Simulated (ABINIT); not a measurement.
Write the native input for ABINIT 10.8.3 (patched build) that does the following.

```yaml
Task: band structure
Functional: rSCAN
Potentials_or_basis: JTH PAW PBE v2.0 sp
Cutoff: 490 eV
k_mesh: 9 × 9 × 9
Occupations: fermi-dirac, width 0.05 eV
Spin: no spin polarisation
Fine-grid_cutoff: 979.61 eV
```

Pb:

```
Pb
1.0
     0.00000    2.47502    2.47502
     2.47502    0.00000    2.47502
     2.47502    2.47502    0.00000
Pb
1
Direct
  0.00000 0.00000 0.00000
```

One way to write it, as run:

run.abi

```
# Datasets: ground state, then fixed potential
ndtset 2

# Pseudopotentials
pp_dirpath "./"
pseudos "Pb.GGA_PBE-JTH_sp.xml"

# Structure
acell 3.5002068511 3.5002068511 3.5002068511 Angstrom
rprim
     0.0000000000     0.7071067812     0.7071067812
     0.7071067812     0.0000000000     0.7071067812
     0.7071067812     0.7071067812     0.0000000000
ntypat 1
znucl 82
natom 1
typat 1
xred
     0.0000000000     0.0000000000     0.0000000000

# Plane-wave basis
ecut 18.0
pawecutdg 36.0

# Exchange and correlation
ixc -493494
usekden 1
pawxcdev 0

# Bands and occupations
occopt 3
tsmear 0.00183747

# SCF cycle
nstep 100

# Output
iomode 3
prtwf 0
prteig 0
prtebands 0
enunit 1
prtden1 1
prtkden1 1

# Dataset 1
kptopt1 1
ngkpt1 9 9 9
nshiftk1 1
shiftk1 0.0 0.0 0.0
nband1 6
tolvrs1 1.0e-7

# Dataset 2: bands along G-X-W-K-G-L-U-W-L-K
iscf2 -2
getden2 1
getkden2 1
nband2 10
nbdbuf2 2
tolwfr2 1.0e-12
kptopt2 -9
ndivsm2 5
prteig2 1
kptbounds2
     0.0000000000     0.0000000000     0.0000000000
     0.5000000000     0.0000000000     0.5000000000
     0.5000000000     0.2500000000     0.7500000000
     0.3750000000     0.3750000000     0.7500000000
     0.0000000000     0.0000000000     0.0000000000
     0.5000000000     0.5000000000     0.5000000000
     0.6250000000     0.2500000000     0.6250000000
     0.5000000000     0.2500000000     0.7500000000
     0.5000000000     0.5000000000     0.5000000000
     0.3750000000     0.3750000000     0.7500000000
```

Potentials or basis: JTH PAW PBE v2.0 sp.

Command:

```console
$ abinit run.abi > log 2>&1
```

It gave:

```
Pressure                                              : 1.3 GPa
Band gap on the k mesh                                : none (metal or under the smearing width)
Valence electrons inside the program's atomic spheres : Pb 2.69 (radii [1.5418] Å)
```

Caveat: the PAW data sets were made with another functional, which shifts forces and pressure a little; spin-orbit coupling is left out, which moves the levels of the heavy elements; this set keeps more shells in the core, which shifts pressures and gaps.

It took 50 s on 1 thread of Arm Neoverse V1, on a shared host, peak memory 0.11 GiB.
